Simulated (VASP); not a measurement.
# N (P6_3/mmc) in VASP: notebook, part 2 of 2

VASP 6.6.1.

**3. Single point, RPBE**

Contents of run.py:

```python
from ase import Atoms
from ase.calculators.vasp import Vasp
from ase.dft.bandgap import bandgap

atoms = Atoms(
    ['N', 'N'],
    cell=[[2.5194737886, 0.0, 0.0], [-1.2597368943, 2.1819283051, 0.0], [0.0, 0.0, 2.446002]],
    scaled_positions=[[0.3333333333, 0.6666666667, 0.75], [0.6666666667, 0.3333333333, 0.25]],
    pbc=True,
)
calc = Vasp(
    directory='calc',
    xc='rpbe',
    pp='PBE',
    setups='minimal',
    prec='Accurate',
    encut=500,
    ediff=1e-07,
    ismear=0,
    sigma=0.02,
    lreal=False,
    lasph=True,
    nelm=60,
    algo='Normal',
    isif=2,
    lwave=False,
    lcharg=False,
    kpts=[12, 12, 11],
    gamma=True,
)
atoms.calc = calc

print('energy (eV):', atoms.get_potential_energy())
print('free energy (eV):', atoms.get_potential_energy(force_consistent=True))
print('forces (eV/A):')
print(atoms.get_forces())
print('stress (eV/A^3, Voigt):', atoms.get_stress())
print('Fermi level (eV):', calc.get_fermi_level())
gap, top, bottom = bandgap(calc)
print('band gap (eV):', gap, 'from (spin, k, band)', top, 'to', bottom)
```

Potentials or basis: VASP PAW PBE potentials, release 64 (N).

Launch:

```bash
$ python run.py
```

It took 5.9 s on 1 thread of Intel Xeon 6975P-C (Granite Rapids), shared host; peak memory 0.12 GiB.

It converged, with:

```yaml
Free_energy: -8.5102 eV
Pressure: 15.4 GPa
Band_gap_on_the_k_mesh: none (metal or under the smearing width)
```

Stress tensor (GPa, compression positive):
```
19.38  0.00  0.00
 0.00 19.38  0.00
 0.00  0.00  7.49
```

Levels at points of the mesh, in eV from the Fermi level:
| k point | band 2 | band 3 | band 4 | band 5 | band 6 | band 7 | band 8 | band 9 |
| --- | --- | --- | --- | --- | --- | --- | --- | --- |
| (0.00, 0.00, 0.00) | -5.88 | -4.79 | -2.37 | -2.37 | 2.83 | 2.83 | 6.19 | 14.64 |
| (0.50, 0.00, 0.00) | -14.55 | -5.00 | -2.30 | -1.50 | 1.74 | 2.71 | 5.11 | 13.76 |

Caveat: so large a pressure means that the cell lies far from this level's equilibrium, or that cutoff or potentials fall short; the potentials were made for another functional, which shifts forces and pressure.

**4. Electron localisation function, RPBE+D4, collinear spin, antiferromagnetic start**

Contents of INCAR:

```
PREC     = Accurate       # precision mode
ENCUT    = 600            # plane-wave cutoff, eV
EDIFF    = 1E-6           # SCF threshold, eV
ISMEAR   = -5             # smearing method
SIGMA    = 0.05           # smearing width, eV
LREAL    = False          # projectors in reciprocal space
LASPH    = True           # aspherical terms in the spheres
NELM     = 80             # most SCF steps
ALGO     = Normal         # electronic algorithm
ISIF     = 2              # what is computed and relaxed
LWAVE    = False          # write WAVECAR
LCHARG   = True           # write CHGCAR
ISPIN    = 2              # spin polarisation
MAGMOM   = 0.5 -0.5       # initial moments
LORBIT   = 11             # projections on sites
GGA      = RP             # functional
IVDW     = 13             # dispersion correction
LELF     = True           # ELF
```

Contents of KPOINTS:

```
regular mesh
0
Gamma
  12 12 11
```

Contents of POSCAR:

```
N
1.0
    2.5194737886      0.0000000000      0.0000000000
   -1.2597368943      2.1819283051      0.0000000000
    0.0000000000      0.0000000000      2.4460020000
N
2
Direct
    0.3333333333      0.6666666667      0.7500000000
    0.6666666667      0.3333333333      0.2500000000
```

Potentials or basis: VASP PAW PBE potentials, release 64 (N_GW).

Launch:

```bash
$ cat potpaw_PBE.64/N_GW/POTCAR > POTCAR
$ mpirun -np 1 vasp_std > vasp.out
```

Wall time 14 s (1 thread of Intel Xeon 6975P-C (Granite Rapids), shared host); peak memory 0.14 GiB.

It converged, with:

```
Free energy                                           : -9.3875 eV
Pressure                                              : 6.8 GPa
Band gap on the k mesh                                : none (metal or under the smearing width)
Net moment                                            : 0.00 μB per cell
Valence electrons inside the program's atomic spheres : N 3.33
Dispersion energy per atom                            : -0.423 eV
```

Stress tensor (GPa, compression positive):
```
9.96 0.00 0.00
0.00 9.96 0.00
0.00 0.00 0.33
```

Levels at points of the mesh, in eV from the Fermi level:
Spin up:
| k point | band 2 | band 3 | band 4 | band 5 | band 6 | band 7 | band 8 | band 9 |
| --- | --- | --- | --- | --- | --- | --- | --- | --- |
| (0.00, 0.00, 0.00) | -5.82 | -4.72 | -2.30 | -2.30 | 2.90 | 2.90 | 6.27 | 14.71 |
| (0.50, 0.00, 0.00) | -14.49 | -4.94 | -2.24 | -1.43 | 1.81 | 2.78 | 5.18 | 13.82 |
Spin down:
```csv
k point,band 2,band 3,band 4,band 5,band 6,band 7,band 8,band 9
"(0.00, 0.00, 0.00)",-5.82,-4.72,-2.30,-2.30,2.90,2.90,6.27,14.71
"(0.50, 0.00, 0.00)",-14.49,-4.94,-2.24,-1.43,1.81,2.78,5.18,13.82
```

Caveat: the PAW data sets were made with another functional, which shifts forces and pressure a little; pairwise dispersion overbinds metals, which lowers pressure and volume; tetrahedron occupations give inexact forces and stress in metals.

**5. Single point, B3LYP (volume scaled by 0.92)**

Contents of run.py:

```python
from ase.calculators.vasp import Vasp
from ase.dft.bandgap import bandgap
from ase.io import read

atoms = read('POSCAR')
calc = Vasp(
    directory='calc',
    xc='b3lyp',
    pp='PBE',
    setups='recommended',
    prec='Accurate',
    encut=520,
    ediff=1e-07,
    ismear=0,
    sigma=0.05,
    lreal=False,
    lasph=True,
    nelm=80,
    algo='Normal',
    isif=2,
    lwave=False,
    lcharg=True,
    precfock='Normal',
    hfrcut=-1,
    lelf=True,
    lvhar=True,
    kspacing=0.4,
    amix=0.2,
    bmix=0.0001,
    amix_mag=0.8,
    bmix_mag=0.0001,
)
atoms.calc = calc

print('energy (eV):', atoms.get_potential_energy())
print('free energy (eV):', atoms.get_potential_energy(force_consistent=True))
print('forces (eV/A):')
print(atoms.get_forces())
print('stress (eV/A^3, Voigt):', atoms.get_stress())
print('Fermi level (eV):', calc.get_fermi_level())
gap, top, bottom = bandgap(calc)
print('band gap (eV):', gap, 'from (spin, k, band)', top, 'to', bottom)
```

Contents of POSCAR:

```
N
1.0
    2.4504120547      0.0000000000      0.0000000000
   -1.2252060274      2.1221190892      0.0000000000
    0.0000000000      0.0000000000      2.3789542141
N
2
Direct
    0.3333333333      0.6666666667      0.7500000000
    0.6666666667      0.3333333333      0.2500000000
```

Potentials or basis: VASP PAW PBE potentials, release 64 (N).

Launch:

```bash
$ python run.py
```

Standard output:

```text
energy (eV): -11.24197895
free energy (eV): -11.24221556
forces (eV/A):
[[ 0. -0.  0.]
 [-0.  0.  0.]]
stress (eV/A^3, Voigt): [-2.40588746e-01 -2.40588746e-01 -1.69128846e-01  0.00000000e+00
 -0.00000000e+00  6.24150913e-12]
Fermi level (eV): 8.51761941
band gap (eV): 0.0 from (spin, k, band) (None, None, None) to (None, None, None)
```

OUTCAR:

```text
AEXX = 0.200000
   AMIX = 0.200000
   AMIX_MAG = 0.800000
   ENCUT = 520.000000
[... 526 lines left out ...]
     -0.00000      1.41475      1.78422         0.000000     -0.000000      0.000000
      1.22521      0.70737      0.59474        -0.000000      0.000000      0.000000
 -----------------------------------------------------------------------------------
    total drift:                                0.000000      0.000000      0.000000

  FREE ENERGIE OF THE ION-ELECTRON SYSTEM (eV)
  ---------------------------------------------------
  free  energy   TOTEN  =       -11.2422155595 eV

  energy  without entropy=      -11.2417423328  energy(sigma->0) =      -11.24197895
```

INCAR:

```text
AEXX = 0.200000
AGGAC = 0.810000
AGGAX = 0.720000
ALDAC = 0.190000
AMIX = 0.200000
AMIX_MAG = 0.800000
BMIX = 0.000100
BMIX_MAG = 0.000100
ENCUT = 520.000000
KSPACING = 0.400000
SIGMA = 0.050000
HFRCUT = -1.000000
EDIFF = 1.00e-07
ALGO = Normal
GGA = B3
PREC = Accurate
PRECFOCK = Normal
ISIF = 2
ISMEAR = 0
NELM = 80
LASPH = .TRUE.
LCHARG = .TRUE.
LELF = .TRUE.
LHFCALC = .TRUE.
LVHAR = .TRUE.
LWAVE = .FALSE.
LREAL = .FALSE.
```

Run time: 11 min. Hardware: 1 thread of Intel Xeon 6975P-C (Granite Rapids), shared host; peak memory 0.12 GiB.

The run converged, but some of its settings lie outside the range that counts as converged (typed here: KSPACING = 0.4; AMIX = 0.2; BMIX = 0.0001; AMIX_MAG = 0.8; BMIX_MAG = 0.0001), so its numbers aren't taken as properties of the crystal.

Results:

* Free energy: -11.2422 eV
* Pressure: 34.7 GPa
* Band gap on the k mesh: none (metal or under the smearing width)

Caveat: the PAW data sets were made with another functional, which shifts forces and pressure a little.
